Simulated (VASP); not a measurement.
# HC17 in VASP: further runs

Runs on HC17. Level: LDA. Tasks: single point.

Everything below comes from runs of VASP 6.6.1. Logs are shortened: lines on timing, memory, paths and dates and some standing lists are left out, and cuts for length are marked.

## 1. The structure

The cell holds a slab with vacuum, 36 atoms: a = 9.864 Å, b = 9.864 Å, c = 12.000 Å, α = 90.00°, β = 90.00°, γ = 120.00°.

The cell was built by a generator and needn't be a form met in nature.

## 2. Single point, LDA

The input, INCAR:

```
SYSTEM = HC17
  PREC = Accurate
  ENCUT = 520
  EDIFF = 1E-6
  ISMEAR = 0
  SIGMA = 0.02
  LREAL = Auto
  LASPH = .True.
  NELM = 80
  ALGO = Fast
  ISIF = 2
  LWAVE = .False.
  LCHARG = .False.
  NBANDS = 93
```

The input, KPOINTS:

```
regular mesh
0
Gamma
  2 2 1
  0 0 0
```

The input, POSCAR:

```
HC17
1.0
    9.8640000000      0.0000000000      0.0000000000
   -4.9320000000      8.5424750000      0.0000000000
    0.0000000000      0.0000000000     12.0000000000
C H
34 2
Direct
   -0.0164605323     -0.0096338906      0.1203962072
    0.1682433085      0.0827349486      0.1203895291
   -0.0090044148      0.2435310002      0.0795417518
    0.1608268917      0.3284570553      0.0795420682
   -0.0079720692      0.4946180582      0.0719950615
    0.1597864696      0.5785016011      0.0719876856
   -0.0090102086      0.7446663135      0.0795368891
    0.1608201242      0.8295824022      0.0795364308
    0.2456947265     -0.0069942105      0.0855909455
    0.4098279383      0.0774901900      0.0760606323
    0.2457013487      0.2499114081      0.0855921054
    0.4098314353      0.3295525554      0.0760607450
    0.2430286056      0.4953898394      0.0727583089
    0.4096094109      0.5785049619      0.0715611878
    0.2430267383      0.7448536120      0.0727529830
    0.4096093632      0.8283182004      0.0715591047
    0.4928286341     -0.0054897858      0.0707834868
    0.6589844771      0.0786065120      0.0707910612
    0.4929081437      0.2450601662      0.0759193740
    0.6584230853      0.3278175228      0.0721820006
    0.4928292608      0.4955314390      0.0707851464
    0.6589835639      0.5775894249      0.0707875254
    0.4933877100      0.7453005973      0.0721716361
    0.6589046854      0.8280572636      0.0759189337
    0.7419814978     -0.0043733667      0.0760578222
    0.9061200022      0.0801106314      0.0855957927
    0.7422067427      0.2448016269      0.0715751435
    0.9087862619      0.3282662287      0.0727619420
    0.7422028344      0.4946151952      0.0715701468
    0.9087815822      0.5777240087      0.0727603914
    0.7419772212      0.7435641801      0.0760548120
    0.9061137171      0.8232124898      0.0855900515
    0.9979535400      0.9975438584      0.2465687933
    1.1538737710      1.0755110610      0.2465326710
    0.9065057900      0.9517567361      0.3103162251
    1.2451473432      1.1211678651      0.3104144085
```

Potentials or basis: VASP PAW LDA potentials, release 64 (C, H).

On the command line:

```bash
> cat potpaw_LDA.64/C/POTCAR potpaw_LDA.64/H/POTCAR > POTCAR
> mpirun -np 1 vasp_std > vasp.out
```

OUTCAR:

```text
SYSTEM = HC17
   PREC = Accurate
   ENCUT = 520
   EDIFF = 1E-6
   ISMEAR = 0
   LREAL = Auto
   LASPH = .True.
   NELM = 80
   ISIF = 2

 ion  position               nearest neighbor table
   1  0.984  0.990  0.120-  32 1.49  26 1.49  33 1.52   2 1.58
   2  0.168  0.083  0.120-  11 1.49   9 1.49  34 1.52   1 1.58
   3  0.991  0.244  0.080-  26 1.40  28 1.43   4 1.45
   4  0.161  0.328  0.080-  11 1.40  13 1.43   3 1.45
   5  0.992  0.495  0.072-  28 1.42  30 1.42   6 1.43
   6  0.160  0.579  0.072-  15 1.42  13 1.42   5 1.43
   7  0.991  0.745  0.080-  32 1.40  30 1.43   8 1.45
   8  0.161  0.830  0.080-   9 1.40  15 1.43   7 1.45
[... 24 lines left out ...]
  33  0.998  0.998  0.247-  35 1.09  34 1.33   1 1.52
  34  0.154  0.076  0.247-  36 1.09  33 1.33   2 1.52
  35  0.907  0.952  0.310-  33 1.09
  36  0.245  0.121  0.310-  34 1.09

  LATTYP: Found a hexagonal cell.
 ALAT       =     9.8640000000
 C/A-ratio  =     1.2165450122

  Lattice vectors:

 A1 = (   9.8640000000,   0.0000000000,   0.0000000000)
 A2 = (  -4.9320000000,   8.5424750000,   0.0000000000)
 A3 = (   0.0000000000,   0.0000000000,  12.0000000000)

Analysis of symmetry for initial positions (statically):
=====================================================================
 Subroutine PRICEL returns:
 Original cell was already a primitive cell.

 Routine SETGRP: Setting up the symmetry group for a
 hexagonal supercell.

 Subroutine GETGRP returns: Found  1 space group operations
 (whereof  1 operations were pure point group operations)
 out of a pool of 24 trial point group operations.

The static configuration has the point symmetry C_1 .

Analysis of symmetry for dynamics (positions and initial velocities):
=====================================================================
 Subroutine PRICEL returns:
 Original cell was already a primitive cell.

 Routine SETGRP: Setting up the symmetry group for a
 hexagonal supercell.

 Subroutine GETGRP returns: Found  1 space group operations
 (whereof  1 operations were pure point group operations)
 out of a pool of 24 trial point group operations.

The dynamic configuration has the point symmetry C_1 .

 Subroutine INISYM returns: Found  1 space group operations
 (whereof  1 operations are pure point group operations),
 and found     1 'primitive' translations

----------------------------------------------------------------------------------------

                                     Primitive cell

  volume of cell :    1011.1557

  direct lattice vectors                    reciprocal lattice vectors
     9.864000000  0.000000000  0.000000000     0.101378751  0.058531046  0.000000000
    -4.932000000  8.542475000  0.000000000     0.000000000  0.117062093  0.000000000
     0.000000000  0.000000000 12.000000000     0.000000000  0.000000000  0.083333333

  length of vectors
     9.864000000  9.864000361 12.000000000     0.117062097  0.117062093  0.083333333

  position of ions in fractional coordinates (direct lattice)
     0.983539468  0.990366109  0.120396207
     0.168243309  0.082734949  0.120389529
     0.990995585  0.243531000  0.079541752
     0.160826892  0.328457055  0.079542068
     0.992027931  0.494618058  0.071995061
     0.159786470  0.578501601  0.071987686
[... 28 lines left out ...]
     0.906505790  0.951756736  0.310316225
     0.245147343  0.121167865  0.310414409

  ion indices of the primitive-cell ions
   primitive index   ion index
                 1           1
                 2           2
                 3           3
                 4           4
                 5           5
                 6           6
[... 28 lines left out ...]
                35          35
                36          36

----------------------------------------------------------------------------------------

 KPOINTS: regular mesh

Automatic generation of k-mesh.
 Grid dimensions read from file:
 generate k-points for:    2    2    1

 Generating k-lattice:

  Cartesian coordinates                     Fractional coordinates (reciprocal lattice)
     0.050689376  0.029265523  0.000000000     0.500000000  0.000000000  0.000000000
     0.000000000  0.058531046  0.000000000     0.000000000  0.500000000  0.000000000
     0.000000000  0.000000000  0.083333333     0.000000000  0.000000000  1.000000000

  Length of vectors
     0.058531048  0.058531046  0.083333333

  Shift w.r.t. Gamma in fractional coordinates (k-lattice)
     0.000000000  0.000000000  0.000000000

 Subroutine IBZKPT returns following result:
 ===========================================

 Found      4 irreducible k-points:

 Following reciprocal coordinates:
            Coordinates               Weight
  0.000000  0.000000  0.000000      1.000000
  0.500000 -0.000000  0.000000      1.000000
  0.000000  0.500000  0.000000      1.000000
  0.500000  0.500000  0.000000      1.000000
   k-points           NKPTS =      4   k-points in BZ     NKDIM =      4   number of bands    NBANDS=     93
   number of dos      NEDOS =    301   number of ions     NIONS =     36
   total plane-waves  NPLWV = 576000
   dimension x,y,z NGX =    80 NGY =   80 NGZ =   90
   dimension x,y,z NGXF=   160 NGYF=  160 NGZF=  180
   ions per type =              34   2
   NGX,Y,Z   is equivalent  to a cutoff of  13.48, 13.48, 12.47 a.u.
   NGXF,Y,Z  is equivalent  to a cutoff of  26.97, 26.97, 24.94 a.u.
 SYSTEM =  HC17
   PREC   = accura    normal or accurate (medium, high low for compatibility)
   ISTART =      0    job   : 0-new  1-cont  2-samecut
   ICHARG =      2    charge: 1-file 2-atom 10-const
   ISPIN  =      1    spin polarized calculation?
   LNONCOLLINEAR =      F non collinear calculations
   LSORBIT =      F    spin-orbit coupling
   LASPH  =      T    aspherical Exc in radial PAW
   ENCUT  =  520.0 eV  38.22 Ry    6.18 a.u.  18.34 18.34 22.31*2*pi/ulx,y,z
   NELM   =     80;   NELMIN=  2; NELMDL= -5     # of ELM steps
   EDIFF  = 0.1E-05   stopping-criterion for ELM
   LREAL  =      T    real-space projection
   EDIFFG = 0.1E-04   stopping-criterion for IOM
   NSW    =      0    number of steps for IOM
   IBRION =     -1    ionic relax: 0-MD 1-quasi-New 2-CG
   NFREE  =      0    steps in history (QN), initial steepest desc. (CG)
   ISIF   =      2    stress and relaxation
   ISYM   =      2    0-nonsym 1-usesym 2-fastsym
   POTIM  = 0.5000    time-step for ionic-motion
   TEBEG  =    0.0;   TEEND  =   0.0 temperature during run
   PSTRESS=    0.0 pullay stress
   NELECT =     138.0000    total number of electrons
   NUPDOWN=      -1.0000    fix difference up-down
   EMIN   =  10.00;   EMAX   =-10.00  energy-range for DOS
   EFERMI =   0.00;   METHOD = LEGACY
   ISMEAR =     0;   SIGMA  =   0.02  broadening in eV -4-tet -1-fermi 0-gaus
   EFERMI_NEDOS =   21; number of points for ismear=-14 and -15
   IALGO  =     68    algorithm
   IMIX   =      4    mixing-type and parameters
     AMIX     =   0.40;   BMIX     =  1.00
     AMIX_MAG =   1.60;   BMIX_MAG =  1.00
  volume/ion in A,a.u.               =      28.09       189.54
  Fermi-wavevector in a.u.,A,eV,Ry     =   0.842872  1.592798  9.666041  0.710434
  Thomas-Fermi vector in A             =   1.957649
   LORBIT       =      0    0 simple, 1 ext, 2 COOP (PROOUT), +10 PAW based schemes
   GGA     = CA    functional components
   LHFCALC =     F    Hartree Fock is set to
   AEXX    =    0.0000 exact exchange contribution
   IVDW    =     0    specifies the selected vdW correction
   LEPSILON=     F    determine dielectric tensor
   LRPA    =     F    only Hartree local field effects (RPA)
 non-spin polarized calculation
 RMM-DIIS sequential band-by-band and
 Gauss-broadening in eV      SIGMA  =   0.02
  energy-cutoff  :      520.00
  volume of cell :     1011.16
 maximum number of plane-waves:     27273
 NGX is ok and might be reduce to    80
   NGX = 37   NGY = 37   NGZ = 45

 number of electron     137.9999998 magnetization

 Free energy of the ion-electron system (eV)
  ---------------------------------------------------
  ext. energy  EPLUGINS =         0.00000000
  ---------------------------------------------------
  free energy    TOTEN  =      -346.04794451 eV

  energy without entropy =     -346.04794451  energy(sigma->0) =     -346.04794451

 E-fermi :  -1.6383     XC(G=0):  -3.9894

 val. band max:       -1.7571015260   @ k =   0.5000  -0.0000   0.0000
 cond. band min:      -1.5115895983   @ k =   0.5000  -0.0000   0.0000
 fundamental gap:      0.2455119276
 Fermi energy:        -1.6382745081

 k-point     1 :       0.0000    0.0000    0.0000
  band No.  band energies     occupation
      1     -21.1587      2.00000
      2     -20.2590      2.00000
      3     -19.5894      2.00000
      4     -19.5778      2.00000
      5     -19.5146      2.00000
      6     -19.4921      2.00000
[... 73 lines left out ...]
     80       2.6487      0.00000
     81       3.0097      0.00000

 k-point     2 :       0.5000   -0.0000    0.0000
  band No.  band energies     occupation
      1     -20.9637      2.00000
      2     -20.6424      2.00000
      3     -20.1086      2.00000
      4     -19.8974      2.00000
      5     -19.0592      2.00000
      6     -18.5318      2.00000
[... 73 lines left out ...]
     80       2.5254      0.00000
     81       2.7740      0.00000

 k-point     3 :       0.0000    0.5000    0.0000
  band No.  band energies     occupation
      1     -20.9794      2.00000
      2     -20.6036      2.00000
      3     -20.1353      2.00000
      4     -19.8926      2.00000
      5     -19.0973      2.00000
      6     -18.4972      2.00000
[... 73 lines left out ...]
     80       2.5499      0.00000
     81       2.7482      0.00000

 k-point     4 :       0.5000    0.5000    0.0000
  band No.  band energies     occupation
      1     -20.9794      2.00000
      2     -20.6035      2.00000
      3     -20.1354      2.00000
      4     -19.8926      2.00000
      5     -19.0972      2.00000
      6     -18.4973      2.00000
[... 73 lines left out ...]
     80       2.5498      0.00000
     81       2.7483      0.00000
 [bands above 81 left out]

------------------------ aborting loop because EDIFF is reached ----------------------------------------

  FORCE on cell =-STRESS in cart. coord.  units (eV):
  Direction    XX          YY          ZZ          XY          YZ          ZX
  --------------------------------------------------------------------------------------
  -------------------------------------------------------------------------------------
  Total      -11.8042637    -13.0103830      0.0035943      0.9960980      0.0044438     -0.0126300
  in kB      -18.7038694    -20.6149668      0.0056952      1.5783184      0.0070411     -0.0200123
  external PRESSURE =     -13.1043803 kB  Pullay stress =       0.0000000 kB

 VOLUME and BASIS-vectors are now :
 -----------------------------------------------------------------------------
  energy-cutoff  :      520.00
  volume of cell :     1011.16
      direct lattice vectors                 reciprocal lattice vectors
     9.864000000  0.000000000  0.000000000     0.101378751  0.058531046  0.000000000
    -4.932000000  8.542475000  0.000000000     0.000000000  0.117062093  0.000000000
     0.000000000  0.000000000 12.000000000     0.000000000  0.000000000  0.083333333

 POSITION                                       TOTAL-FORCE (eV/Angst)
 -----------------------------------------------------------------------------------
      4.81715      8.46018      1.44475        -0.007437      0.002716     -0.037010
      1.25150      0.70676      1.44467         0.008814     -0.000991     -0.040516
      8.57409      2.08036      0.95450         0.008637      0.005157      0.005228
     -0.03355      2.80584      0.95450        -0.007604     -0.006090      0.001548
      7.34591      4.22526      0.86394         0.007656     -0.001977     -0.000401
     -1.27704      4.94184      0.86385        -0.003058      0.000165      0.001651
[... 28 lines left out ...]
      4.24771      8.13036      3.72379        -0.016379     -0.007897      0.029234
      1.82053      1.03507      3.72497         0.021004      0.011879      0.021259
 -----------------------------------------------------------------------------------
    total drift:                                0.010871     -0.019320     -0.028988

  FREE ENERGIE OF THE ION-ELECTRON SYSTEM (eV)
  ---------------------------------------------------
  free  energy   TOTEN  =      -346.0479445077 eV

  energy  without entropy=     -346.0479445077  energy(sigma->0) =     -346.04794451
```

Run time: 34 min. Hardware: 1 thread of AMD EPYC 7R43 (Zen 3), shared host; peak memory 0.84 GiB.

Results:

```yaml
Free_energy: -346.0479 eV
Largest_force: 0.082 eV/Å
Band_gap_on_the_k_mesh: 0.25 eV, direct
```

Forces on the atoms (eV/Å):
```
C   -0.007  0.003 -0.037
C    0.009 -0.001 -0.041
C    0.009  0.005  0.005
C   -0.008 -0.006  0.002
C    0.008 -0.002  0.000
C   -0.003  0.000  0.002
C    0.003  0.010  0.005
C   -0.008  0.004  0.003
C   -0.012  0.001 -0.007
C   -0.002  0.006 -0.007
C   -0.017 -0.006 -0.009
C    0.002 -0.002 -0.010
C    0.008  0.002 -0.003
C    0.004  0.001  0.003
C    0.006 -0.004 -0.002
C   -0.003  0.002  0.003
C    0.003 -0.002  0.002
C    0.001  0.002  0.000
C    0.003 -0.003 -0.006
C   -0.005 -0.007 -0.001
C    0.003 -0.003  0.001
C   -0.003 -0.001  0.001
C    0.002  0.000 -0.002
C   -0.006  0.000 -0.005
C   -0.001 -0.003 -0.007
C    0.002  0.001 -0.011
C    0.005 -0.001  0.000
C   -0.001 -0.004 -0.003
C    0.008 -0.004  0.000
C   -0.001 -0.005 -0.002
C    0.001  0.007 -0.006
C    0.002  0.008 -0.009
C   -0.053 -0.032  0.032
C    0.048  0.030  0.060
H   -0.016 -0.008  0.029
H    0.021  0.012  0.021
```

## 3. Single point, LDA

The input, INCAR:

```
SYSTEM = HC17
ALGO = Fast ; EDIFF = 1E-6
ENCUT = 520 ; GGA = CA
ISIF = 2 ; ISMEAR = 0
LASPH = .True. ; LCHARG = .True.
LELF = .True. ; LREAL = Auto
LVHAR = .True. ; LWAVE = .False.
NBANDS = 93 ; NELM = 80
PREC = Accurate ; SIGMA = 0.02
```

The input, KPOINTS:

```
k-points
0
Gamma
  2 2 1
  0 0 0
```

The input, POSCAR:

```
HC17
1.0
    9.8640000000      0.0000000000      0.0000000000
   -4.9320000000      8.5424750000      0.0000000000
    0.0000000000      0.0000000000     12.0000000000
C H
34 2
Direct
    0.0000000000      0.0000000000      0.0833333000
    0.1666667000      0.0833333000      0.0833333000
    0.0000000000      0.2500000000      0.0833333000
    0.1666667000      0.3333333000      0.0833333000
    0.0000000000      0.5000000000      0.0833333000
    0.1666667000      0.5833333000      0.0833333000
    0.0000000000      0.7500000000      0.0833333000
    0.1666667000      0.8333333000      0.0833333000
    0.2500000000      0.0000000000      0.0833333000
    0.4166667000      0.0833333000      0.0833333000
    0.2500000000      0.2500000000      0.0833333000
    0.4166667000      0.3333333000      0.0833333000
    0.2500000000      0.5000000000      0.0833333000
    0.4166667000      0.5833333000      0.0833333000
    0.2500000000      0.7500000000      0.0833333000
    0.4166667000      0.8333333000      0.0833333000
    0.5000000000      0.0000000000      0.0833333000
    0.6666667000      0.0833333000      0.0833333000
    0.5000000000      0.2500000000      0.0833333000
    0.6666667000      0.3333333000      0.0833333000
    0.5000000000      0.5000000000      0.0833333000
    0.6666667000      0.5833333000      0.0833333000
    0.5000000000      0.7500000000      0.0833333000
    0.6666667000      0.8333333000      0.0833333000
    0.7500000000      0.0000000000      0.0833333000
    0.9166667000      0.0833333000      0.0833333000
    0.7500000000      0.2500000000      0.0833333000
    0.9166667000      0.3333333000      0.0833333000
    0.7500000000      0.5000000000      0.0833333000
    0.9166667000      0.5833333000      0.0833333000
    0.7500000000      0.7500000000      0.0833333000
    0.9166667000      0.8333333000      0.0833333000
    0.9422160000      0.9729900000      0.2050000000
    1.0906799000      1.0182724000      0.2050000000
    0.8622739000      0.9486072000      0.2716667000
    1.1706220000      1.0426553000      0.2716667000
```

Potentials or basis: VASP PAW LDA potentials, release 64 (C, H).

On the command line:

```bash
> cat potpaw_LDA.64/C/POTCAR potpaw_LDA.64/H/POTCAR > POTCAR
> mpirun -np 1 vasp_std > vasp.out
```

Wall time 30 min (1 thread of AMD EPYC 7R43 (Zen 3), shared host); peak memory 0.86 GiB.

Results (log left out):

```
Free energy            : -340.9646 eV
Largest force          : 6.087 eV/Å
Band gap on the k mesh : 0.31 eV, indirect (least direct gap 0.42 eV)
```

Forces on the atoms (eV/Å):
```
C   -4.073 -1.531 -4.256
C    0.473 -0.947  2.868
C   -0.559 -0.032  0.019
C    0.886  0.066 -0.094
C    0.336  0.236 -0.026
C   -0.397 -0.233 -0.001
C   -0.462 -0.268 -0.163
C    0.505  0.528 -0.142
C    2.657 -1.326 -1.359
C   -0.707 -0.547  0.039
C   -0.054  2.557 -0.222
C   -0.659 -0.397  0.037
C    0.221 -0.135  0.004
C    0.144 -0.196  0.001
C    0.025  0.289  0.043
C   -0.120  0.215 -0.009
C   -0.002 -0.410  0.034
C    0.282  0.174  0.044
C    0.773  0.570 -0.018
C   -0.575 -0.392 -0.023
C   -0.287  0.221 -0.007
C    0.334 -0.025  0.070
C    0.421  0.205  0.041
C   -0.564 -0.171 -0.130
C   -0.695 -0.071 -0.577
C   -1.928  1.090 -1.502
C    0.147  0.042  0.006
C   -0.062 -0.462  0.131
C    0.045  0.225  0.015
C   -0.415  0.109  0.109
C    0.012 -0.260 -0.533
C   -0.448 -3.118 -2.436
C    1.907  0.858  2.417
C    2.714  3.363  4.258
H   -0.935 -0.616  0.302
H    1.060  0.389  1.060
```

Levels at points of the mesh, in eV from the valence-band top:
```tsv
k point	band 65	band 66	band 67	band 68	band 69	band 70	band 71	band 72	band 73	band 74
(0.00, 0.00, 0.00)	-2.70	-2.68	-2.61	-1.99	-0.07	0.73	1.43	1.56	1.96	1.99
(0.50, 0.00, 0.00)	-2.77	-2.08	-1.82	-1.31	0.00	0.44	0.50	1.34	1.97	2.08
(0.00, 0.50, 0.00)	-2.74	-2.65	-1.61	-1.41	-0.11	0.31	1.08	1.32	1.67	2.01
(0.50, 0.50, 0.00)	-2.77	-2.42	-1.70	-1.31	-0.27	0.36	1.17	1.36	1.92	1.99
```
